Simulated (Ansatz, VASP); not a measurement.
## InAs in two plane-wave programs

One calculation is typed for both programs; each brings its own data sets. How far apart do they land? The structure shown is the start of the Ansatz relaxation below; VASP solves that cell, so the two are compared at the walk's first step.

Calculated with Ansatz 0.2.0; plane waves, with VASP 6.6.1 beside it; single point at LDA.

## 1. The starting structure

Symmetry: Imm2, No. 44, orthorhombic system. The conventional cell has a = 4.090 Å, b = 4.264 Å, c = 6.124 Å, α = 90.00°, β = 90.00°, γ = 90.00°. Nearest to As lie 4 In at 2.57 to 2.61 Å. Nearest to In lie 4 As at 2.57 to 2.61 Å. Farther neighbours are not listed.

As a file:

```cif
data_structure
_symmetry_space_group_name_H-M 'P 1'
_symmetry_Int_Tables_number 1
_cell_length_a 4.2550
_cell_length_b 4.2550
_cell_length_c 4.0905
_cell_angle_alpha 61.271
_cell_angle_beta 61.271
_cell_angle_gamma 60.145
_cell_volume 53.41
loop_
_atom_site_label
_atom_site_type_symbol
_atom_site_fract_x
_atom_site_fract_y
_atom_site_fract_z
_atom_site_occupancy
As1 As 0.74731 0.74731 0.75269 1
In2 In 0.00269 0.00269 0.99731 1
```

## 2. Ansatz: relaxation, LDA

Ansatz runs on its PAW soft_1 files.

The two programs are compared at the cell with which this relaxation starts, whose forces are those of its first step.

Input file input.yaml:

```yaml
crystal:
  lattice:
    - [-0.0614719116, 2.9538671049, 3.0620696117]
    - [2.9538671049, -0.0614719116, 3.0620696117]
    - [2.8923951933, 2.8923951933, 0.0]
  atoms:
    - { symbol: As, position: [0.7473058975, 0.7473058975, 0.7526941025] }
    - { symbol: In, position: [0.0026941025, 0.0026941025, -0.0026941025] }
  conventional_axes: [[0, 0, 1], [1, -1, 0], [1, 1, -1]]
kpoints:
  mp_grid: { grid: [12, 12, 12] }
hamiltonian:
  xc: lda
  pseudopotentials: { kind: paw, azcp: { folder: soft_1 }, xc_functional: pbe }
scf:
  occupations: { method: methfessel_paxton, width: 0.2 }
output:
  forces: true
  stress: true
  eigenvalues: true
relax:
  adjacent_minimum: "off"
  f_tol: 0.001
  max_steps: 60
  cell: { stress_tol: 0.01, fix: [a, angles] }
```

Command:

```
$ ansatz run input.yaml --threads 4 --pin off --max-ram 10240MiB --backend cpu --events-out ev --progress --plain --runs-dir out
```

Numbers of over 12 decimals in the logs are rounded to 6 here.

The log of the run:

```text
Engine: ansatz 0.2.0, x86_64-unknown-linux-gnu
Pseudopotentials: kind: paw
Pseudopotential: As, paw, valence charge 15, recommended cutoff 420 eV (normal), soft_1/As.paw.azcp
Pseudopotential: In, paw, valence charge 13, recommended cutoff 420 eV (normal), soft_1/In.paw.azcp
Functional definition: SPW92
  exchange = slater_x
  correlation = pw_c
Crystal: 2 atoms, lattice volume = 53.412 Å³
Basis set: ecut = 420 eV, 1027 PW (Γ)
Bands: 18, of which v1, the nominal top of the filled ones, is band 14 counted from 1 (13 counted from 0)
Symmetry: 4 space group operations
Space group: Imm2 (ITA 44), of the structure as read, at distance tolerance 3.8e-5 Å
k-points: 280 of 1728 (time reversal used)
Non-local potential: As, projectors of the file, l = 0: 2, l = 1: 2, l = 2: 3, l = 3: 1
Non-local potential: In, projectors of the file, l = 0: 2, l = 1: 2, l = 2: 2, l = 3: 1
PAW form: soft (Blöchl's): semilocal exchange-correlation on the pseudo side does not see the compensation charge
PAW frozen core: As, regenerated for the run's functional, and the local potential with it (the file was generated under x = pbe(κ = 0.804, μ = 0.219515), c = pbe(β = 0.066725))
PAW frozen core: In, regenerated for the run's functional, and the local potential with it (the file was generated under x = pbe(κ = 0.804, μ = 0.219515), c = pbe(β = 0.066725))
PAW one-centre angular grid: As, 590 points (default); XC on 64 Gauss nodes
PAW one-centre angular grid: In, 590 points (default); XC on 64 Gauss nodes
Initial density: superposition of atomic densities (chi_scale 0.1, normalization cell, long waves kept (reshape's long-wave potential 0.00 eV rms))
Initial wavefunctions: pseudopotential atomic-orbital guess
Functional: x = slater, c = lda
SCF iter   1: F=—  HF=-10231.412814 eV  |F-HF|=—  |Δ(HF+E_count)|=         —  Δρ=2.89e-2  dr2=4.01e-1  ethr=3.10e-3  ⟨swp⟩=5.3  Hψ=25848  notcnv=0
preconditioner: auto → Kerker (q_TF=auto, 2.450 Å⁻¹)  [metal: Δε(μ)=0.084 eV  Ē_g=14.807 eV  σ=0.200 eV  W_gap=0.34  n_scr=14 (ndim 8)  ℏωp=21.6 eV  f_vac=0.003  D(μ)=0.02/eV (n_scr^D=0)]
SCF iter   2: F=—  HF=-10231.333559 eV  |F-HF|=—  |Δ(HF+E_count)|=   7.93e-2  S|Δr|=    0.00e0  Δρ=1.83e-2  dr2=1.80e-1  ethr=1.43e-3  ⟨swp⟩=2.0  Hψ=8304  notcnv=0
SCF iter   3: F=—  HF=-10231.280489 eV  |F-HF|=—  |Δ(HF+E_count)|=   5.31e-2  S|Δr|=    0.00e0  Δρ=3.40e-3  dr2=1.17e-2  ethr=6.42e-4  ⟨swp⟩=2.9  Hψ=7329  notcnv=0
SCF iter   4: F=—  HF=-10231.279306 eV  |F-HF|=—  |Δ(HF+E_count)|=   1.18e-3  S|Δr|=    0.00e0  Δρ=1.39e-3  dr2=2.22e-3  ethr=4.17e-5  ⟨swp⟩=2.5  Hψ=9012  notcnv=0
SCF iter   5: F=—  HF=-10231.279275 eV  |F-HF|=—  |Δ(HF+E_count)|=   3.07e-5  S|Δr|=    0.00e0  Δρ=5.13e-4  dr2=2.41e-4  ethr=7.92e-6  ⟨swp⟩=2.0  Hψ=8886  notcnv=0
SCF iter   6: F=—  HF=-10231.279078 eV  |F-HF|=—  |Δ(HF+E_count)|=   1.98e-4  S|Δr|=    0.00e0  Δρ=2.56e-4  dr2=2.95e-5  ethr=8.62e-7  ⟨swp⟩=2.0  Hψ=8961  notcnv=0
SCF iter   7: F=—  HF=-10231.279094 eV  |F-HF|=—  |Δ(HF+E_count)|=   1.60e-5  S|Δr|=    0.00e0  Δρ=4.11e-5  dr2=8.91e-7  ethr=1.05e-7  ⟨swp⟩=3.0  Hψ=9188  notcnv=0
SCF iter   8: F=-10231.279095 eV  HF=-10231.279095 eV  |F-HF|=4.86e-9  |Δ(HF+E_count)|=   6.85e-7  S|Δr|=    0.00e0  Δρ=9.51e-6  dr2=7.38e-8  ethr=3.57e-10  ⟨swp⟩=3.5  Hψ=21752  notcnv=0
SCF 1 converged in 8 iterations: F = -10231.279095 eV  dr2 = 7.38e-8
  greatest PAW one-centre occupation: 0.999 electrons in one spin orbital (limit 2), on the As atom at site 0 (counted from 0), in its partial waves of l = 2
relax step   1: F+E_penalty+E_count = -10231.27909462 eV  Δ(F+E_penalty+E_count) = +0.000e0 eV  max|allowed force component| = 9.599e-2 eV/Å  Δτ_max = 0.0000 Å  P = +1.496 GPa  Ω = 53.412 Å³  fix = [a, alpha, beta, gamma]  reactions: a +3.900 GPa  (8 SCF iters, dr2 threshold 1.00e-7 eV, accepted)
[...]
relax step   2: F+E_penalty+E_count = -10231.27995790 eV  Δ(F+E_penalty+E_count) = -8.633e-4 eV  max|allowed force component| = 2.788e-2 eV/Å  Δτ_max = 0.0078 Å  P = +1.006 GPa  Ω = 53.772 Å³  energy of the carried Pulay correction = -5.277e-5 eV  fix = [a, alpha, beta, gamma]  reactions: a +3.164 GPa  (6 SCF iters, dr2 threshold 2.00e-7 eV, accepted)
[...]
relax step   3: F+E_penalty+E_count = -10231.28004787 eV  Δ(F+E_penalty+E_count) = -8.997e-5 eV  max|allowed force component| = 6.034e-4 eV/Å  Δτ_max = 0.0022 Å  P = +1.098 GPa  Ω = 53.703 Å³  energy of the carried Pulay correction = -4.269e-5 eV  fix = [a, alpha, beta, gamma]  reactions: a +3.296 GPa  (5 SCF iters, dr2 threshold 4.86e-8 eV, accepted)
[...]
relax step   4: F+E_penalty+E_count = -10231.28009300 eV  Δ(F+E_penalty+E_count) = -4.513e-5 eV  max|allowed force component| = 5.846e-4 eV/Å  Δτ_max = 0.0000 Å  P = +1.098 GPa  Ω = 53.703 Å³  fix = [a, alpha, beta, gamma]  reactions: a +3.296 GPa  stress off target by 8.95e-3 GPa on what of the cell is left free  SCF on the basis re-selected at this cell (its energy is not comparable with the rows above)  (7 SCF iters)
basis re-selected at this cell: Δ(F+E_penalty+E_count) = -4.513e-5 eV, ΔP = +0.000 GPa vs the last step (what re-selecting the basis moved, of the pressure what is left beyond the Pulay correction that the steps carried, after the strain that the cell walked since its last selection, with what the two solves' SCF thresholds leave and, on support functions, any second-order correction that the steps lacked; it is no m [...]
SCF converged after 7 iterations
Stability not checked: this state was not tested for a lower state beside it, because cold or Methfessel-Paxton smearing, or corrected tetrahedra, fill the levels in a way that the test cannot read (fill_not_monotonic; see scf.lower_state_search)
Free energy (F): -10231.280093 eV
Harris-Foulkes:  -10231.280093 eV  (|F-HF|=1.82e-12)
Internal energy: -10231.280253 eV  (E = F + TS)
E sigma→0 (E₀):  -10231.280133 eV
Entropy (-TS):   0.000160 eV (0.080 meV/atom)
Fermi energy:    7.980833 eV
Step filling:    the computed levels leave a gap of 0.0881 eV = 0.4 smearing widths at the electron count; against every level under it full and every level over it empty, smearing changes F+E_penalty+E_count by +0.022 meV and its σ→0 estimate by -0.018 meV
--- Per-component energies (eV) ---
  E_band       = -317.937674
  E_kinetic    = 319.177054
  E_local      = -3445.098797  (includes V_loc(G=0)·N_el)
  E_nonlocal   = -59.439318
  E_hartree    = 1714.930234
  E_xc         = -212.653214
  E_vxc        = -165.087703  (∫ρ·V_xc dr)
  E_paw        = -6001.894489  (= ΣΔE_a)
  E_vpaw       = -397.349451  (= ΣTr[D̂ρ^β])
  E_aug_tail   = 0.000071  (compensation charges beyond the density's cutoff)
  E_ewald      = -2548.661557
  E_core_change = 2.359764  (= ΣΔE_core)
  E_smearing   = 0.000160  (= −TS)
  E_closure    = 0.000000  (closes the sum)
  Σ components = -10231.280093   (vs F -10231.280093, Δ=0.00e0)
--- Forces (eV/Å), atoms counted from 1 ---
  atom   1  As    -0.00000000    -0.00000000     0.00058474
  atom   2  In     0.00000000     0.00000000    -0.00058448
  max |Σ_I F_I| component: 2.61e-7 eV/Å
--- Stress (GPa, compression-positive) ---
        1.643576       1.652523       0.000000
        1.652523       1.643576      -0.000000
        0.000000      -0.000000       0.006791
  P = ⅓ Tr σ = 1.0980 GPa (10.980 kbar)
--- Band table (eV; the first three rows and the last of 280) ---
  k-point 0: bands = [... 10 lower, -4.3736, 7.3980, 7.6086, 7.6610, 7.9875, 11.3638, 11.6945, 11.8133]
  k-point 1: bands = [... 10 lower, -4.2934, 6.4637, 7.5680, 7.6246, 8.5060, 11.5200, 11.7082, 11.9218]
  k-point 2: bands = [... 10 lower, -4.0621, 5.2397, 7.3455, 7.3613, 8.8362, 11.8628, 11.8902, 12.3635]
  k-point 279: bands = [... 10 lower, -2.3244, 1.5401, 5.2471, 5.7127, 9.1327, 10.1053, 16.6765, 17.0388]
--- Relaxed structure (3 steps of the walk, 3 accepted, 1 SCFs on fresh bases) ---
  F+E_penalty+E_count = -10231.28009300 eV   max|allowed force component| = 5.846e-4 eV/Å   (the final SCF, on the basis selected at the relaxed cell)
  cell:  # Å, volume = 53.7032 Å³
    - [-0.062164, 2.954559, 3.077350]
    - [2.954559, -0.062164, 3.077350]
    - [2.892395, 2.892395, 0.0]
  atoms:
    - { symbol: As, position: [0.746399, 0.746399, 0.753601] }
    - { symbol: In, position: [0.00360079, 0.00360079, -0.00360079] }
```

In the SCF lines HF is the Harris–Foulkes energy and dr2 the Hartree energy of the density residual, in eV; the loop may stop once dr2 is under the threshold and the program's other checks hold. Hψ counts applications of the Hamiltonian.

## 3. VASP: single point, LDA, start cell, pair 1

The same cell, functional (in two slightly different forms), mesh and smearing now go to VASP, with its own data sets.

Lines of VASP's logs that name or quote its potential files are left out, and so is its time.

Input file INCAR:

```
SYSTEM = InAs
PREC = Accurate
ENCUT = 400
EDIFF = 1E-06
NELM = 120
ISMEAR = 1
SIGMA = 0.2
LREAL = .FALSE.
ALGO = Normal
GGA = CA
NBANDS = 15
LORBIT = 11
LWAVE = .FALSE.
LCHARG = .FALSE.
ISIF = 2
LASPH = .TRUE.
GGA_COMPAT = .FALSE.
KPAR = 2
```

Input file POSCAR:

```
InAs
1.0
   -0.0614720000      2.9538670000      3.0620700000
    2.9538670000     -0.0614720000      3.0620700000
    2.8923950000      2.8923950000      0.0000000000
As In
1 1
Direct
    0.7473057442      0.7473057442      0.7526944287
    0.0026940926      0.0026940926      0.9973059074
```

Input file KPOINTS:

```
Automatic mesh
0
Gamma
12 12 12
0 0 0
```

The projector-augmented-wave data sets are As and In_d (LDA family, release 64).

Command:

```
$ mpirun -np 2 vasp_std
```

The log of the run:

```text
[banner, memory and clock lines left out]
running    2 mpi-ranks, on    1 nodes
 distrk:  each k-point on    1 cores,    2 groups
 distr:  one band on    1 cores,    1 groups

 POSCAR found type information on POSCAR AsIn
 POSCAR found :  2 types and       2 ions
 LDA part: xc-table for (Slater(with rela. corr.)+CA(PZ))
 , standard interpolation
 POSCAR, INCAR and KPOINTS ok, starting setup
 FFT: planning ... GRIDC
 FFT: planning ... GRID_SOFT
 FFT: planning ... GRID
 WAVECAR not read
 entering main loop
       N       E                     dE             d eps       ncg     rms          rms(c)
DAV:   1     0.103195001611E+03    0.10320E+03   -0.72674E+03  8489   0.109E+03
DAV:   2    -0.240126769117E+01   -0.10560E+03   -0.10178E+03  9093   0.276E+02
DAV:   3    -0.916290023213E+01   -0.67616E+01   -0.67283E+01 10864   0.745E+01
DAV:   4    -0.932749352121E+01   -0.16459E+00   -0.16456E+00 10509   0.129E+01
DAV:   5    -0.933412371286E+01   -0.66302E-02   -0.66301E-02 12513   0.215E+00    0.495E+00
DAV:   6    -0.904996391658E+01    0.28416E+00   -0.39034E-01 13352   0.115E+01    0.274E+00
DAV:   7    -0.900813861185E+01    0.41825E-01   -0.11941E-01 11919   0.332E+00    0.692E-01
DAV:   8    -0.900477685998E+01    0.33618E-02   -0.12847E-02 11013   0.139E+00    0.248E-01
DAV:   9    -0.900464384396E+01    0.13302E-03   -0.82442E-04 10821   0.249E-01    0.156E-01
DAV:  10    -0.900466171245E+01   -0.17868E-04   -0.12942E-04 12672   0.205E-01    0.725E-02
DAV:  11    -0.900466413975E+01   -0.24273E-05   -0.39310E-05 13213   0.123E-01    0.418E-02
DAV:  12    -0.900466180947E+01    0.23303E-05   -0.52280E-06 10804   0.305E-02    0.604E-03
DAV:  13    -0.900466186622E+01   -0.56748E-07   -0.72660E-07  5719   0.547E-03
   1 F= -.90046619E+01 E0= -.90047379E+01  d E =0.228114E-03
```

From OUTCAR (step 3):

```text
ion  position               nearest neighbor table
   1  0.747  0.747  0.753-   2 2.57   2 2.57   2 2.61   2 2.61
   2  0.003  0.003  0.997-   1 2.57   1 2.57   1 2.61   1 2.61

  LATTYP: Found a body centered orthorhombic cell.
 ALAT       =     4.0904642367
 B/A-ratio  =     1.0425059510
 C/A-ratio  =     1.4971748060

 Subroutine GETGRP returns: Found  4 space group operations
 (whereof  4 operations were pure point group operations)

The static configuration has the point symmetry C_2v.

 Found    280 irreducible k-points:

   k-points           NKPTS =    280   k-points in BZ     NKDIM =    280   number of bands    NBANDS=     15

   dimension x,y,z NGX =    28 NGY =   28 NGZ =   28
   dimension x,y,z NGXF=    56 NGYF=   56 NGZF=   56

   ENCUT  =  400.0 eV  29.40 Ry    5.42 a.u.   6.94  6.94  6.67*2*pi/ulx,y,z

   NELECT =      18.0000    total number of electrons

 k-points in reciprocal lattice and weights: Automatic mesh
   0.00000000  0.00000000  0.00000000       0.001
   0.08333333  0.00000000  0.00000000       0.002
   0.16666667 -0.00000000  0.00000000       0.002
   0.25000000  0.00000000  0.00000000       0.002
   0.33333333 -0.00000000  0.00000000       0.002
   0.41666667 -0.00000000  0.00000000       0.002
   0.50000000  0.00000000  0.00000000       0.001
   0.08333333  0.08333333  0.00000000       0.001
   0.16666667  0.08333333  0.00000000       0.002
[...]
0.25000000  0.25000000  0.50000000       0.001
  -0.25000000  0.25000000  0.50000000       0.001

 average (electrostatic) potential at core
       1 -52.7873       2 -95.8056

 E-fermi :   4.8880

 k-point     1 :       0.0000    0.0000    0.0000
  band No.  band energies     occupation
    ...
      6      -7.4408      2.00000
      7       4.4178      2.00439
      8       4.5818      2.05250
      9       4.6251      2.06873
     10       4.9067      0.84237
     11       8.2883     -0.00000
     12       8.6239     -0.00000
     13       8.7635     -0.00000
     14      12.1162      0.00000
     15      14.1370      0.00000

 k-point     2 :       0.0833    0.0000    0.0000
  band No.  band energies     occupation
    ...
      5      -9.5940      2.00000
      6      -7.3659      2.00000
      7       3.2940      2.00000
      8       4.4786      2.01370
      9       4.8170      1.56121
     10       5.5010     -0.00013
     11       8.3948     -0.00000
     12       8.7137     -0.00000
     13       8.8976      0.00000
     14      12.5315      0.00000
    ...

 k-point     3 :       0.1667   -0.0000    0.0000
  band No.  band energies     occupation
    ...
      5      -9.5934      2.00000
      6      -7.1497      2.00000
      7       2.0056      2.00000
      8       4.2432      2.00005
      9       4.5986      2.05987
     10       5.9633     -0.00000
     11       8.8424     -0.00000
     12       9.0091      0.00000
     13       9.2087      0.00000
     14      13.0286      0.00000
    ...

  Total        0.7043765      0.7043765      0.2366830      0.6501818      0.0000000      0.0000000
  in kB       21.1288843     21.1288843      7.0996809     19.5032302      0.0000000      0.0000000
  external PRESSURE =      16.4524832 kB  Pullay stress =       0.0000000 kB

  energy-cutoff  :      400.00
  volume of cell :       53.41
      direct lattice vectors                 reciprocal lattice vectors
    -0.061472000  2.953867000  3.062070000    -0.165818835  0.165818835  0.163288233
     2.953867000 -0.061472000  3.062070000     0.165818835 -0.165818835  0.163288233
     2.892395000  2.892395000  0.000000000     0.172867122  0.172867122 -0.163288233

 POSITION                                       TOTAL-FORCE (eV/Angst)
 -----------------------------------------------------------------------------------
      4.33859      4.33859      4.57661         0.000000      0.000000     -0.099778
      2.89240      2.89240      0.01650        -0.000000     -0.000000      0.099778
 -----------------------------------------------------------------------------------
    total drift:                               -0.000090     -0.000090     -0.000233

  FREE ENERGIE OF THE ION-ELECTRON SYSTEM (eV)
  ---------------------------------------------------
  free  energy   TOTEN  =        -9.0046618662 eV

  energy  without entropy=       -9.0048899803  energy(sigma->0) =       -9.00473790

 total charge
# of ion       s       p       d       tot
------------------------------------------
    1        1.227   1.587   0.024   2.838
    2        0.865   0.776   9.890  11.531
--------------------------------------------------
tot          2.092   2.363   9.914  14.369

[... 3 further parts left out ...]
```

The run ends at a pressure of 1.65 GPa, with forces up to 0.100 eV/Å.

## 4. Comparison

Known differences besides the potentials themselves: the two LDA forms differ slightly; the data sets hold 28 valence electrons in Ansatz (on its PAW soft_1 files) and 18 in VASP; the cutoff is 420 eV in Ansatz and 400 eV in VASP; VASP's log shows a relativistic correction to its local exchange, Ansatz's none. Total energies have different zeros and are not compared.

Forces (eV/Å; atoms numbered as in POSCAR):

| atom | Ansatz x, y, z | VASP x, y, z |
| --- | --- | --- |
| As1 | 0.000, 0.000, -0.096 | 0.000, 0.000, -0.100 |
| In2 | 0.000, 0.000, 0.096 | 0.000, 0.000, 0.100 |

The forces differ by 2.2 meV/Å r.m.s., which is 3.8 % of the r.m.s. force of 0.058 eV/Å (both taken over all components).

## 5. Other set-ups

Further runs change the set-up of one program: Ansatz's method, potentials or start, or VASP's data sets, cutoff or form of LDA. The table gives that difference for each run.

| run | r.m.s. force difference (meV/Å) |
| --- | --- |
| as above | 2.2 |
| VASP with a cutoff of 500 eV (perhaps on Ansatz's relaxed cell) | 1.9 |

## 6. Ansatz: relaxation, LDA

The two programs are compared at the cell with which this relaxation starts, whose forces are those of its first step. The cell compared in this pair holds 53.91 Å³, against 53.41 Å³ for the pair before.

The structure compared here is the start of the Ansatz relaxation; VASP solves that cell, so the two are compared at the walk's first step.

input.yaml, the sections that differ from step 2:

```yaml
crystal:
  lattice:
    - [-0.0304663354, 2.9831197619, 3.02954185]
    - [2.9831197619, -0.0304663354, 3.02954185]
    - [2.9526534265, 2.9526534265, 0.0]
  atoms:
    - { symbol: As, position: [0.7491028197, 0.7491028197, 0.7508971803] }
    - { symbol: In, position: [0.0008971803, 0.0008971803, -0.0008971803] }
  conventional_axes: [[0, 0, 1], [1, -1, 0], [1, 1, -1]]
# kpoints, hamiltonian, scf, output, relax: as in step 2
```

Command:

```
$ ansatz run input.yaml --threads 4 --pin off --max-ram 10240MiB --backend cpu --events-out ev --progress --plain --runs-dir out
```

The log of the run:

```text
[...]
Crystal: 2 atoms, lattice volume = 53.914 Å³
Basis set: ecut = 420 eV, 1039 PW (Γ)
Bands: 18, of which v1, the nominal top of the filled ones, is band 14 counted from 1 (13 counted from 0)
Symmetry: 4 space group operations
[...]
k-points: 280 of 1728 (time reversal used)
[...]
k-point 279: bands = [... 10 lower, -2.3906, 1.5303, 5.1821, 5.4041, 9.0433, 9.7431, 16.6099, 16.8569]
--- Relaxed structure (4 steps of the walk, 4 accepted, 1 SCFs on fresh bases) ---
[...]
cell:  # Å, volume = 54.2233 Å³
    - [-0.030927, 2.983581, 3.045978]
    - [2.983581, -0.030927, 3.045978]
    - [2.9526534265, 2.9526534265, 0.0]
  atoms:
    - { symbol: As, position: [0.748195, 0.748195, 0.751805] }
    - { symbol: In, position: [0.00180505, 0.00180505, -0.00180505] }
[key lines of the parts left out:]
SCF converged after 6 iterations
Free energy (F): -10231.296866 eV
Fermi energy:    7.694005 eV
P = ⅓ Tr σ = 0.5211 GPa (5.211 kbar)
```

[end of part 1 of 2]

[Lines on the potential files, build, host, timing and source positions are cut from VASP's logs without a mark.]

[Logs are printed without paths, hosts, clocks, repeated set-up lines and the standing remarks that a program may print on its own settings, such as how far it seeks lower states.]

[Hosts, paths, dates, database ids (printed as entryN), source tags and the programs' standing remarks are cut or masked in the printed files.]

[Rows of further runs with another cutoff or data set may stand on the cell that Ansatz relaxed, not on the start cell of the pair above them.]
